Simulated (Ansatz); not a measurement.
# Preparing Ga2O3 (R-3c) as a host crystal, part 2 of 3

Before any defect goes in: Ga2O3 (R-3c) at rest, and how it screens a charge.

Ansatz 0.2.0; plane-wave PAW DFT, PBEsol; relaxation of the host's cell and atoms (the session's first sound run).

So far. Step 3 (Dielectric tensors of the host): The principal values of the electronic dielectric tensor are 4.35, 4.48 and 4.48. The principal values of the static dielectric tensor are 13.06, 13.06 and 18.86.

## Step 5: Self-consistent run

This step: plane-wave PAW DFT, PBEsol; single point of the defect-free supercell, a test of its k-points (Ansatz 0.2.0).

System of this step: Ga2O3 (R-3c). The cell holds 80 atoms: 32 Ga and 48 O. Cell: a = 10.664 Å, b = 10.664 Å, c = 10.664 Å, α = 55.9°, β = 55.9°, γ = 55.9°.

Contents of pristine.sampling/input.yaml:

```yaml
crystal:
  lattice:
    - [5.0004939056, 2.8870365358, 8.9651023865]
    - [-5.0004939056, 2.8870365358, 8.9651023865]
    - [0.0, -5.7740729716, 8.9651024187]
  atoms:
    - { symbol: Ga, position: [0.4278564282, 0.4278564282, 0.4278564282] }
    - { symbol: Ga, position: [0.3221435718, 0.3221435718, 0.3221435718] }
    - { symbol: Ga, position: [0.0721435718, 0.0721435718, 0.0721435718] }
    - { symbol: Ga, position: [0.1778564282, 0.1778564282, 0.1778564282] }
    - { symbol: O, position: [0.375, 0.2235983088, 0.0264016912] }
    - { symbol: O, position: [0.2235983088, 0.0264016912, 0.375] }
    - { symbol: O, position: [0.0264016912, 0.375, 0.2235983088] }
    - { symbol: O, position: [0.125, 0.2764016913, 0.4735983088] }
    - { symbol: O, position: [0.4735983088, 0.125, 0.2764016913] }
    - { symbol: O, position: [0.2764016913, 0.4735983088, 0.125] }
    - { symbol: Ga, position: [0.4278564282, 0.4278564282, 0.9278564282] }
    - { symbol: Ga, position: [0.3221435718, 0.3221435718, 0.8221435718] }
    - { symbol: Ga, position: [0.0721435718, 0.0721435718, 0.5721435718] }
    - { symbol: Ga, position: [0.1778564282, 0.1778564282, 0.6778564282] }
    - { symbol: O, position: [0.375, 0.2235983088, 0.5264016912] }
    - { symbol: O, position: [0.2235983088, 0.0264016912, 0.875] }
    - { symbol: O, position: [0.0264016912, 0.375, 0.7235983088] }
    - { symbol: O, position: [0.125, 0.2764016913, 0.9735983088] }
    - { symbol: O, position: [0.4735983088, 0.125, 0.7764016912] }
    - { symbol: O, position: [0.2764016913, 0.4735983088, 0.625] }
    - { symbol: Ga, position: [0.4278564282, 0.9278564282, 0.4278564282] }
    - { symbol: Ga, position: [0.3221435718, 0.8221435718, 0.3221435718] }
    - { symbol: Ga, position: [0.0721435718, 0.5721435718, 0.0721435718] }
    - { symbol: Ga, position: [0.1778564282, 0.6778564282, 0.1778564282] }
    - { symbol: O, position: [0.375, 0.7235983088, 0.0264016912] }
    - { symbol: O, position: [0.2235983088, 0.5264016912, 0.375] }
    - { symbol: O, position: [0.0264016912, 0.875, 0.2235983088] }
    - { symbol: O, position: [0.125, 0.7764016912, 0.4735983088] }
    - { symbol: O, position: [0.4735983088, 0.625, 0.2764016913] }
    - { symbol: O, position: [0.2764016913, 0.9735983088, 0.125] }
    - { symbol: Ga, position: [0.4278564282, 0.9278564282, 0.9278564282] }
    - { symbol: Ga, position: [0.3221435718, 0.8221435718, 0.8221435718] }
    - { symbol: Ga, position: [0.0721435718, 0.5721435718, 0.5721435718] }
    - { symbol: Ga, position: [0.1778564282, 0.6778564282, 0.6778564282] }
    - { symbol: O, position: [0.375, 0.7235983088, 0.5264016912] }
    - { symbol: O, position: [0.2235983088, 0.5264016912, 0.875] }
    - { symbol: O, position: [0.0264016912, 0.875, 0.7235983088] }
    - { symbol: O, position: [0.125, 0.7764016912, 0.9735983088] }
    - { symbol: O, position: [0.4735983088, 0.625, 0.7764016912] }
    - { symbol: O, position: [0.2764016913, 0.9735983088, 0.625] }
    - { symbol: Ga, position: [0.9278564282, 0.4278564282, 0.4278564282] }
    - { symbol: Ga, position: [0.8221435718, 0.3221435718, 0.3221435718] }
    - { symbol: Ga, position: [0.5721435718, 0.0721435718, 0.0721435718] }
    - { symbol: Ga, position: [0.6778564282, 0.1778564282, 0.1778564282] }
    - { symbol: O, position: [0.875, 0.2235983088, 0.0264016912] }
    - { symbol: O, position: [0.7235983088, 0.0264016912, 0.375] }
    - { symbol: O, position: [0.5264016912, 0.375, 0.2235983088] }
    - { symbol: O, position: [0.625, 0.2764016913, 0.4735983088] }
    - { symbol: O, position: [0.9735983088, 0.125, 0.2764016913] }
    - { symbol: O, position: [0.7764016912, 0.4735983088, 0.125] }
    - { symbol: Ga, position: [0.9278564282, 0.4278564282, 0.9278564282] }
    - { symbol: Ga, position: [0.8221435718, 0.3221435718, 0.8221435718] }
    - { symbol: Ga, position: [0.5721435718, 0.0721435718, 0.5721435718] }
    - { symbol: Ga, position: [0.6778564282, 0.1778564282, 0.6778564282] }
    - { symbol: O, position: [0.875, 0.2235983088, 0.5264016912] }
    - { symbol: O, position: [0.7235983088, 0.0264016912, 0.875] }
    - { symbol: O, position: [0.5264016912, 0.375, 0.7235983088] }
    - { symbol: O, position: [0.625, 0.2764016913, 0.9735983088] }
    - { symbol: O, position: [0.9735983088, 0.125, 0.7764016912] }
    - { symbol: O, position: [0.7764016912, 0.4735983088, 0.625] }
    - { symbol: Ga, position: [0.9278564282, 0.9278564282, 0.4278564282] }
    - { symbol: Ga, position: [0.8221435718, 0.8221435718, 0.3221435718] }
    - { symbol: Ga, position: [0.5721435718, 0.5721435718, 0.0721435718] }
    - { symbol: Ga, position: [0.6778564282, 0.6778564282, 0.1778564282] }
    - { symbol: O, position: [0.875, 0.7235983088, 0.0264016912] }
    - { symbol: O, position: [0.7235983088, 0.5264016912, 0.375] }
    - { symbol: O, position: [0.5264016912, 0.875, 0.2235983088] }
    - { symbol: O, position: [0.625, 0.7764016912, 0.4735983088] }
    - { symbol: O, position: [0.9735983088, 0.625, 0.2764016913] }
    - { symbol: O, position: [0.7764016912, 0.9735983088, 0.125] }
    - { symbol: Ga, position: [0.9278564282, 0.9278564282, 0.9278564282] }
    - { symbol: Ga, position: [0.8221435718, 0.8221435718, 0.8221435718] }
    - { symbol: Ga, position: [0.5721435718, 0.5721435718, 0.5721435718] }
    - { symbol: Ga, position: [0.6778564282, 0.6778564282, 0.6778564282] }
    - { symbol: O, position: [0.875, 0.7235983088, 0.5264016912] }
    - { symbol: O, position: [0.7235983088, 0.5264016912, 0.875] }
    - { symbol: O, position: [0.5264016912, 0.875, 0.7235983088] }
    - { symbol: O, position: [0.625, 0.7764016912, 0.9735983088] }
    - { symbol: O, position: [0.9735983088, 0.625, 0.7764016912] }
    - { symbol: O, position: [0.7764016912, 0.9735983088, 0.625] }
basis:
  ecutwfc: 420
  xc_grid: 2
hamiltonian:
  xc: pbesol
kpoints:
  mp_grid: { grid: [1, 1, 1], shift: [0.25, 0.25, 0.25] }
scf:
  occupations: { method: fermi_dirac, width: 0.01 }
  max_iter: 80
```

On the command line:

```
$ ansatz run input.yaml --threads 8 --pin off --max-ram 22609MiB --backend cpu --events-out ev --progress --plain --runs-dir out
```

Numbers of over 12 decimals in the logs are rounded to 6 here.

The program printed:

```text
[...]
Crystal: 80 atoms, lattice volume = 776.554 Å³
Basis set: ecut = 420 eV, 15215 PW (Γ), exchange–correlation on 144×144×144 points (8 copies of the dense FFT grid, shifted against one another)
Bands: 432, of which v1, the nominal top of the filled ones, is band 352 counted from 1 (351 counted from 0)
Symmetry: 96 space group operations
[...]
k-points: 1
[...]
SCF iter   1: F=—  HF=-146733.898923 eV  |F-HF|=—  |Δ(HF+E_count)|=         —  Δρ=1.66e-2  dr2=1.60e0  ethr=1.77e-3  ⟨swp⟩=6.0  Hψ=1611  notcnv=0
[...]
SCF iter   7: F=-146733.425706 eV  HF=-146733.425706 eV  |F-HF|=5.96e-8  |Δ(HF+E_count)|=   5.88e-9  Δρ=3.15e-6  dr2=7.06e-8  ethr=1.10e-10  ⟨swp⟩=3.0  Hψ=1014  notcnv=0
SCF 1 converged in 7 iterations: F = -146733.425706 eV  dr2 = 7.06e-8
[...]
SCF converged after 7 iterations
Free energy (F): -146733.425706 eV
[...]
Internal energy: -146733.425706 eV  (E = F + TS)
E sigma→0 (E₀):  -146733.425706 eV
Fermi energy:    10.485792 eV
[...]
```

Wall time 5.7 s (8 threads of Arm Neoverse V2, shared host); peak memory 1.9 GiB; 34 s of CPU time.

Numbers from this step:

```
energy over dense mesh : 0.007784 eV/atom
```

## Step 6: Defect free supercell relaxed from its symmetric sites

This cell, the one that will hold the defects, is built from the relaxed host. Its coarser k-points can move the atoms a little, so it is relaxed from the symmetric sites, as the reference for the test of stability.

This step: plane-wave PAW DFT, PBEsol; relaxation of the defect-free supercell from its symmetric sites (Ansatz 0.2.0).

pristine.symmetric/input.yaml, as its differences from pristine.sampling/input.yaml of step 5:

```diff
@@ -96 +96,12 @@
   max_iter: 80
+output:
+  forces: true
+relax:
+  f_tol: 0.01
+  max_steps: 60
+  escape_saddle: false
+checkpoint:
+  write: "../pristine.symmetric.run"
+  compress: false
+  write_wavefunctions: false
+  write_every: 100000
```

The program printed:

```text
[...]
Crystal: 80 atoms, lattice volume = 776.554 Å³
Basis set: ecut = 420 eV, 15215 PW (Γ), exchange–correlation on 144×144×144 points (8 copies of the dense FFT grid, shifted against one another)
Bands: 432, of which v1, the nominal top of the filled ones, is band 352 counted from 1 (351 counted from 0)
Symmetry: 96 space group operations
[...]
k-points: 1
[...]
SCF iter   1: F=—  HF=-146733.898923 eV  |F-HF|=—  |Δ(HF+E_count)|=         —  Δρ=1.66e-2  dr2=1.60e0  ethr=1.77e-3  ⟨swp⟩=6.0  Hψ=1611  notcnv=0
[...]
SCF iter   7: F=-146733.425706 eV  HF=-146733.425706 eV  |F-HF|=5.98e-8  |Δ(HF+E_count)|=   1.53e-8  Δρ=3.14e-6  dr2=6.98e-8  ethr=3.55e-10  ⟨swp⟩=4.0  Hψ=1377  notcnv=0
SCF 1 converged in 7 iterations: F = -146733.425706 eV  dr2 = 6.98e-8
[...]
relax step   1: F+E_penalty+E_count = -146733.42570596 eV  Δ(F+E_penalty+E_count) = +0.000e0 eV  max|allowed force component| = 2.964e-2 eV/Å  Δτ_max = 0.0000 Å  (7 SCF iters, dr2 threshold 2.50e-6 eV, accepted)
[...]
SCF iter   5: F=-146733.426799 eV  HF=-146733.426799 eV  |F-HF|=3.10e-8  |Δ(HF+E_count)|=   1.74e-7  Δρ=1.95e-6  dr2=3.35e-8  ethr=1.42e-11  ⟨swp⟩=3.0  Hψ=1587  notcnv=0
SCF 2 converged in 5 iterations: F = -146733.426799 eV  dr2 = 3.35e-8
relax step   2: F+E_penalty+E_count = -146733.42679880 eV  Δ(F+E_penalty+E_count) = -1.093e-3 eV  max|allowed force component| = 8.400e-3 eV/Å  Δτ_max = 0.0014 Å  (5 SCF iters, accepted)
SCF converged after 5 iterations
Free energy (F): -146733.426799 eV
[...]
Internal energy: -146733.426799 eV  (E = F + TS)
E sigma→0 (E₀):  -146733.426799 eV
Fermi energy:    10.485556 eV
[...]
--- Forces (eV/Å), atoms counted from 1 ---
  atom   1  Ga    -0.00000000     0.00000000     0.00840023
  atom   2  Ga    -0.00000000    -0.00000000    -0.00840023
  atom   3  Ga     0.00000000    -0.00000000    -0.00840023
  atom   4  Ga     0.00000000     0.00000000     0.00840023
  atom   5  O      0.00365137    -0.00632436     0.00000000
  atom   6  O     -0.00730274     0.00000000    -0.00000000
  atom   7  O      0.00365137     0.00632436    -0.00000000
  atom   8  O     -0.00365137     0.00632436    -0.00000000
  atom   9  O     -0.00365137    -0.00632436     0.00000000
  atom  10  O      0.00730274    -0.00000000     0.00000000
  atom  11  Ga    -0.00000000     0.00000000     0.00840023
  atom  12  Ga    -0.00000000    -0.00000000    -0.00840023
  atom  13  Ga     0.00000000    -0.00000000    -0.00840023
  atom  14  Ga     0.00000000     0.00000000     0.00840023
  atom  15  O      0.00365137    -0.00632436     0.00000000
  atom  16  O     -0.00730274     0.00000000     0.00000000
  atom  17  O      0.00365137     0.00632436    -0.00000000
  atom  18  O     -0.00365137     0.00632436    -0.00000000
  atom  19  O     -0.00365137    -0.00632436     0.00000000
  atom  20  O      0.00730274    -0.00000000     0.00000000
  atom  21  Ga    -0.00000000     0.00000000     0.00840023
  atom  22  Ga    -0.00000000    -0.00000000    -0.00840023
  atom  23  Ga     0.00000000    -0.00000000    -0.00840023
  atom  24  Ga     0.00000000     0.00000000     0.00840023
  atom  25  O      0.00365137    -0.00632436     0.00000000
  atom  26  O     -0.00730274     0.00000000    -0.00000000
  atom  27  O      0.00365137     0.00632436    -0.00000000
  atom  28  O     -0.00365137     0.00632436    -0.00000000
  atom  29  O     -0.00365137    -0.00632436     0.00000000
  atom  30  O      0.00730274    -0.00000000     0.00000000
  atom  31  Ga    -0.00000000     0.00000000     0.00840023
  atom  32  Ga    -0.00000000    -0.00000000    -0.00840023
  atom  33  Ga     0.00000000    -0.00000000    -0.00840023
  atom  34  Ga     0.00000000     0.00000000     0.00840023
  atom  35  O      0.00365137    -0.00632436     0.00000000
  atom  36  O     -0.00730274     0.00000000    -0.00000000
  atom  37  O      0.00365137     0.00632436    -0.00000000
  atom  38  O     -0.00365137     0.00632436    -0.00000000
  atom  39  O     -0.00365137    -0.00632436     0.00000000
  atom  40  O      0.00730274    -0.00000000    -0.00000000
[...]
atom  69  O     -0.00365137    -0.00632436     0.00000000
  atom  70  O      0.00730274    -0.00000000    -0.00000000
  atom  71  Ga    -0.00000000     0.00000000     0.00840023
  atom  72  Ga    -0.00000000    -0.00000000    -0.00840023
  atom  73  Ga     0.00000000    -0.00000000    -0.00840023
  atom  74  Ga     0.00000000     0.00000000     0.00840023
  atom  75  O      0.00365137    -0.00632436     0.00000000
  atom  76  O     -0.00730274    -0.00000000    -0.00000000
  atom  77  O      0.00365137     0.00632436    -0.00000000
  atom  78  O     -0.00365137     0.00632436    -0.00000000
  atom  79  O     -0.00365137    -0.00632436     0.00000000
  atom  80  O      0.00730274    -0.00000000    -0.00000000
  max |Σ_I F_I| component: 1.91e-17 eV/Å
--- Relaxed structure (2 steps of the walk, 2 accepted, 0 SCFs on fresh bases) ---
  F+E_penalty+E_count = -146733.42679880 eV   max|allowed force component| = 8.400e-3 eV/Å
  atoms:
    - { symbol: Ga, position: [0.427819, 0.427819, 0.427819] }
    - { symbol: Ga, position: [0.322181, 0.322181, 0.322181] }
    - { symbol: Ga, position: [0.072181, 0.072181, 0.072181] }
    - { symbol: Ga, position: [0.177819, 0.177819, 0.177819] }
    - { symbol: O, position: [0.375, 0.223455, 0.026545] }
    - { symbol: O, position: [0.223455, 0.026545, 0.375] }
    - { symbol: O, position: [0.026545, 0.375, 0.223455] }
    - { symbol: O, position: [0.125000, 0.276545, 0.473455] }
    - { symbol: O, position: [0.473455, 0.125000, 0.276545] }
    - { symbol: O, position: [0.276545, 0.473455, 0.125000] }
    - { symbol: Ga, position: [0.427819, 0.427819, 0.927819] }
    - { symbol: Ga, position: [0.322181, 0.322181, 0.822181] }
    - { symbol: Ga, position: [0.072181, 0.072181, 0.572181] }
    - { symbol: Ga, position: [0.177819, 0.177819, 0.677819] }
    - { symbol: O, position: [0.375, 0.223455, 0.526545] }
    - { symbol: O, position: [0.223455, 0.026545, 0.875000] }
    - { symbol: O, position: [0.026545, 0.375, 0.723455] }
    - { symbol: O, position: [0.125000, 0.276545, 0.973455] }
    - { symbol: O, position: [0.473455, 0.125, 0.776545] }
    - { symbol: O, position: [0.276545, 0.473455, 0.625000] }
    - { symbol: Ga, position: [0.427819, 0.927819, 0.427819] }
    - { symbol: Ga, position: [0.322181, 0.822181, 0.322181] }
    - { symbol: Ga, position: [0.072181, 0.572181, 0.072181] }
    - { symbol: Ga, position: [0.177819, 0.677819, 0.177819] }
    - { symbol: O, position: [0.375000, 0.723455, 0.026545] }
    - { symbol: O, position: [0.223455, 0.526545, 0.375000] }
    - { symbol: O, position: [0.026545, 0.875, 0.223455] }
    - { symbol: O, position: [0.125000, 0.776545, 0.473455] }
    - { symbol: O, position: [0.473455, 0.625, 0.276545] }
    - { symbol: O, position: [0.276545, 0.973455, 0.125000] }
    - { symbol: Ga, position: [0.427819, 0.927819, 0.927819] }
    - { symbol: Ga, position: [0.322181, 0.822181, 0.822181] }
    - { symbol: Ga, position: [0.072181, 0.572181, 0.572181] }
    - { symbol: Ga, position: [0.177819, 0.677819, 0.677819] }
    - { symbol: O, position: [0.375, 0.723455, 0.526545] }
    - { symbol: O, position: [0.223455, 0.526545, 0.875] }
    - { symbol: O, position: [0.026545, 0.875000, 0.723455] }
    - { symbol: O, position: [0.125000, 0.776545, 0.973455] }
    - { symbol: O, position: [0.473455, 0.625000, 0.776545] }
    - { symbol: O, position: [0.276545, 0.973455, 0.625000] }
    - { symbol: Ga, position: [0.927819, 0.427819, 0.427819] }
    - { symbol: Ga, position: [0.822181, 0.322181, 0.322181] }
    - { symbol: Ga, position: [0.572181, 0.072181, 0.072181] }
    - { symbol: Ga, position: [0.677819, 0.177819, 0.177819] }
    - { symbol: O, position: [0.875000, 0.223455, 0.026545] }
    - { symbol: O, position: [0.723455, 0.026545, 0.375000] }
    - { symbol: O, position: [0.526545, 0.375000, 0.223455] }
    - { symbol: O, position: [0.625, 0.276545, 0.473455] }
    - { symbol: O, position: [0.973455, 0.125000, 0.276545] }
    - { symbol: O, position: [0.776545, 0.473455, 0.125] }
    - { symbol: Ga, position: [0.927819, 0.427819, 0.927819] }
    - { symbol: Ga, position: [0.822181, 0.322181, 0.822181] }
    - { symbol: Ga, position: [0.572181, 0.072181, 0.572181] }
    - { symbol: Ga, position: [0.677819, 0.177819, 0.677819] }
    - { symbol: O, position: [0.875, 0.223455, 0.526545] }
    - { symbol: O, position: [0.723455, 0.026545, 0.875] }
    - { symbol: O, position: [0.526545, 0.375, 0.723455] }
    - { symbol: O, position: [0.625, 0.276545, 0.973455] }
    - { symbol: O, position: [0.973455, 0.125000, 0.776545] }
    - { symbol: O, position: [0.776545, 0.473455, 0.625000] }
    - { symbol: Ga, position: [0.927819, 0.927819, 0.427819] }
    - { symbol: Ga, position: [0.822181, 0.822181, 0.322181] }
    - { symbol: Ga, position: [0.572181, 0.572181, 0.072181] }
    - { symbol: Ga, position: [0.677819, 0.677819, 0.177819] }
    - { symbol: O, position: [0.875, 0.723455, 0.026545] }
    - { symbol: O, position: [0.723455, 0.526545, 0.375] }
    - { symbol: O, position: [0.526545, 0.875000, 0.223455] }
    - { symbol: O, position: [0.625000, 0.776545, 0.473455] }
    - { symbol: O, position: [0.973455, 0.625000, 0.276545] }
    - { symbol: O, position: [0.776545, 0.973455, 0.125000] }
    - { symbol: Ga, position: [0.927819, 0.927819, 0.927819] }
    - { symbol: Ga, position: [0.822181, 0.822181, 0.822181] }
    - { symbol: Ga, position: [0.572181, 0.572181, 0.572181] }
    - { symbol: Ga, position: [0.677819, 0.677819, 0.677819] }
    - { symbol: O, position: [0.875, 0.723455, 0.526545] }
    - { symbol: O, position: [0.723455, 0.526545, 0.875] }
    - { symbol: O, position: [0.526545, 0.875000, 0.723455] }
    - { symbol: O, position: [0.625, 0.776545, 0.973455] }
    - { symbol: O, position: [0.973455, 0.625, 0.776545] }
    - { symbol: O, position: [0.776545, 0.973455, 0.625000] }
```

The job ended after 12 s (8 threads; peak memory 2 GiB; 73 s of CPU time).

No atom moved by 0.005 Å in the relaxation.

[end of part 2 of 3]

[Logs are printed without paths, hosts, clocks, repeated set-up lines and the standing remarks that a program may print on its own settings, such as how far it seeks lower states.]

[Hosts, paths, dates, database ids (printed as entryN), source tags and the programs' standing remarks are cut or masked in the printed files.]

[Runs of the host that timed out are not shown.]

[For some hosts the program warned that the k-mesh of the response run may be too coarse for force constants and the static dielectric constant; such warnings are not always shown.]
